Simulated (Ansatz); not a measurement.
# Ansatz run on a (100) slab of Li3N (cut from a parent of space group no. 191; 12 atoms in the cell): self-consistent single point

Level of theory: PBE (plane waves, PAW; Ansatz, an electronic-structure program).

This input was run:

Ansatz 0.2 input:
```yaml
# Li3N
crystal:
  lattice:
    - [3.63175000, 0.00000000, 0.00000000]
    - [0.00000000, 3.85065000, 0.00000000]
    - [0.00000000, 0.00000000, 22.38711400]
  atoms:
    - { symbol: Li, position_ang: [0.00000000, 0.00000000, 7.00000281] }
    - { symbol: Li, position_ang: [0.00000000, 0.00000000, 9.09680229] }
    - { symbol: Li, position_ang: [1.81587500, 1.92532500, 8.04839135] }
    - { symbol: N, position_ang: [1.81587500, 0.00000000, 8.04839135] }
    - { symbol: Li, position_ang: [1.81587500, 0.00000000, 10.14521323] }
    - { symbol: Li, position_ang: [1.81587500, 0.00000000, 12.24190077] }
    - { symbol: Li, position_ang: [0.00000000, 1.92532500, 11.19360177] }
    - { symbol: N, position_ang: [0.00000000, 0.00000000, 11.19360177] }
    - { symbol: Li, position_ang: [0.00000000, 0.00000000, 13.29031171] }
    - { symbol: Li, position_ang: [0.00000000, 0.00000000, 15.38711119] }
    - { symbol: Li, position_ang: [1.81587500, 1.92532500, 14.33872265] }
    - { symbol: N, position_ang: [1.81587500, 0.00000000, 14.33872265] }
basis:
  ecutwfc: 420.0 eV
kpoints:
  mp_grid: { grid: [6, 6, 1] }
hamiltonian:
  xc: pbe
  pseudopotentials: { kind: paw }
scf:
  occupations: { method: fermi_dirac, width: 0.01 eV }
output:
  forces: true
  eigenvalues: true
  stress: true
```

Output (repeated stretches shortened):

```
WARN the atoms were moved onto the symmetric positions of the space group found under crystal.symmetry.tolerance 1.0e-5 (fractional …
WARN ansatz: RAYON_NUM_THREADS=1 ignored (pool sized by the plan → 1); use --threads N
Pseudopotentials: kind: paw
Pseudopotential: Li, paw, valence charge 3
Pseudopotential: N, paw, valence charge 5
Crystal: 12 atoms, lattice volume = 313.075 Å³
Basis set: ecut = 420 eV, 6099 PW (Γ), exchange–correlation on 50×54×300 points (8 copies of the dense FFT grid, shifted against one another)
Bands: 33, of which v1, the nominal top of the filled ones, is band 21 counted from 1 (20 counted from 0)
Symmetry: 8 space group operations
Space group: Pmmm (ITA 47), of the structure as read, at distance tolerance 6.8e-5 Å
k-points: 16 of 36
Initial density: superposition of atomic densities (neutral atoms: chi_scale 0, normalization atom), corrected by the library's trained network
Initial wavefunctions: pseudopotential atomic-orbital guess
Eigensolver: davidson
Functional: x = pbe(κ = 0.804, μ = 0.2195149727645171), c = pbe(β = 0.06672455060314922)
SCF iter   1: F=—  HF=-2997.837849 eV  |F-HF|=—  |Δ(HF+E_count)|=         —  Δρ=1.90e-3  dr2=1.19e-2  ethr=1.77e-3  ⟨swp⟩=7.4  Hψ=2743  notcnv=0  defer=7
all-band conjugate gradients solve this SCF's bands
preconditioner: auto → Resta (q_TF=auto, 1.952 Å⁻¹)
SCF iter   2: F=—  HF=-2997.839181 eV  |F-HF|=—  |Δ(HF+E_count)|=   1.33e-3  Δρ=1.43e-3  dr2=6.04e-3  ethr=2.84e-5  ⟨swp⟩=2.8  Hψ=961  notcnv=0  defer=88
SCF iter   3: F=—  HF=-2997.838976 eV  |F-HF|=—  |Δ(HF+E_count)|=   2.05e-4  Δρ=5.58e-4  dr2=1.02e-3  ethr=1.44e-5  ⟨swp⟩=2.0  Hψ=714  notcnv=0  defer=88
SCF iter   4: F=—  HF=-2997.839532 eV  |F-HF|=—  |Δ(HF+E_count)|=   5.56e-4  Δρ=1.65e-4  dr2=1.43e-4  ethr=2.42e-6  ⟨swp⟩=2.4  Hψ=668  notcnv=0  defer=88
SCF iter   5: F=—  HF=-2997.839588 eV  |F-HF|=—  |Δ(HF+E_count)|=   5.53e-5  Δρ=5.80e-5  dr2=1.88e-5  ethr=3.41e-7  ⟨swp⟩=2.5  Hψ=745  notcnv=0  defer=88
SCF iter   6: F=—  HF=-2997.839297 eV  |F-HF|=—  |Δ(HF+E_count)|=   2.91e-4  Δρ=2.75e-5  dr2=5.33e-6  ethr=4.47e-8  ⟨swp⟩=2.3  Hψ=801  notcnv=0  defer=88
SCF iter   7: F=—  HF=-2997.839300 eV  |F-HF|=—  |Δ(HF+E_count)|=   3.16e-6  Δρ=1.34e-5  dr2=7.75e-7  ethr=1.27e-8  ⟨swp⟩=2.0  Hψ=657  notcnv=0  defer=88
SCF iter   8: F=-2997.839301 eV  HF=-2997.839301 eV  |F-HF|=1.98e-8  |Δ(HF+E_count)|=   2.94e-7  Δρ=2.64e-6  dr2=2.80e-8  ethr=2.38e-10  ⟨swp⟩=12.0  Hψ=2685  notcnv=0
SCF 1 converged in 8 iterations: F = -2997.839301 eV  dr2 = 2.80e-8
SCF converged after 8 iterations
Free energy (F): -2997.839301 eV
Harris-Foulkes:  -2997.839301 eV  (|F-HF|=1.98e-8)
Internal energy: -2997.839301 eV  (E = F + TS)
E sigma→0 (E₀):  -2997.839301 eV
Fermi energy:    -0.160376 eV
--- Per-component energies (eV) ---
  E_band       = -909.523737
  E_kinetic    = 587.341951
  E_local      = -16557.271637  (includes V_loc(G=0)·N_el)
  E_nonlocal   = -161.535028
  E_hartree    = 7873.224585
  E_xc         = -278.414825
  E_vxc        = -355.523747  (∫ρ·V_xc dr)
  E_paw        = -569.367224  (= ΣΔE_a)
  E_vpaw       = -168.979855  (= ΣTr[D̂ρ^β])
  E_aug_tail   = 0.000437  (compensation charges beyond the density's cutoff)
  E_ewald      = 6108.182441
  E_smearing   = -0.000000  (= −TS)
  E_closure    = -0.000000  (closes the sum)
  Σ components = -2997.839301   (vs F -2997.839301, Δ=0.00e0)
--- Forces (eV/Å), atoms counted from 1 ---
  atom   1  Li     0.00000000    -0.00000000     0.01680609
  atom   2  Li     0.00000000    -0.00000000     0.02475139
  atom   3  Li    -0.00000000    -0.00000000    -0.15545011
  atom   4  N      0.00000000     0.00000000     0.08620107
  atom   5  Li     0.00000000    -0.00000000     0.03273513
  atom   6  Li    -0.00000000     0.00000000    -0.03273513
  atom   7  Li     0.00000000     0.00000000     0.00000000
  atom   8  N      0.00000000     0.00000000     0.00000000
  atom   9  Li    -0.00000000     0.00000000    -0.02475139
  atom  10  Li    -0.00000000     0.00000000    -0.01680609
  atom  11  Li     0.00000000     0.00000000     0.15545011
  atom  12  N     -0.00000000    -0.00000000    -0.08620107
  max |Σ_I F_I| component: 1.39e-17 eV/Å
--- Stress (GPa, compression-positive) ---
       -2.313102       0.000000       0.000000
        0.000000       0.077483      -0.000000
        0.000000      -0.000000       0.062607
  P = ⅓ Tr σ = -0.7243 GPa (-7.243 kbar)
  The stress holds the Pulay correction. Without it, at fixed plane waves, as pw.x and ABINIT print it: P = -0.8097 GPa
--- Band table (eV; the first three rows and the last of 16) ---
  k-point 0: bands = ["-45.8527", "-45.8526", "-45.0045", "-44.9413", "-44.7615", "-44.7085", "-44.4802", "-44.4292", "-44.4292", "-11.9493", "-11.8378", "-11.8240", "-2.5496", "-1.9136", "-1.9103", "-1.5883", "-1.5873", "-1.3306", "-1.2489", [...]
  k-point 1: bands = ["-45.8525", "-45.8525", "-45.0040", "-44.9410", "-44.7613", "-44.7084", "-44.4803", "-44.4292", "-44.4292", "-11.9681", "-11.8595", "-11.8487", "-2.4255", "-2.3228", "-1.8234", "-1.7638", "-1.5196", "-1.3108", "-1.1511", [...]
  k-point 2: bands = ["-45.8523", "-45.8523", "-45.0030", "-44.9405", "-44.7611", "-44.7083", "-44.4806", "-44.4293", "-44.4293", "-12.0063", "-11.9025", "-11.8969", "-2.8010", "-2.3059", "-1.8576", "-1.6147", "-1.3742", "-1.1916", "-1.0205", [...]
  k-point 15: bands = ["-45.8510", "-45.8510", "-44.9183", "-44.8438", "-44.8437", "-44.8039", "-44.4799", "-44.4284", "-44.4284", "-11.9957", "-11.8903", "-11.8896", "-1.8745", "-1.8432", "-1.8058", "-1.4948", "-1.2810", "-1.2797", "-1.2367", [...]
```

The run converged in 8 iterations.

The starting cell has typed, rounded lattice constants, without a prior relaxation at this level. The slab is cut from that crystal, and its faces are unrelaxed. Its lattice was rescaled by up to half a per cent. Spin polarisation is off, though cut faces can carry moments; a gap of a slab can lie between surface states.
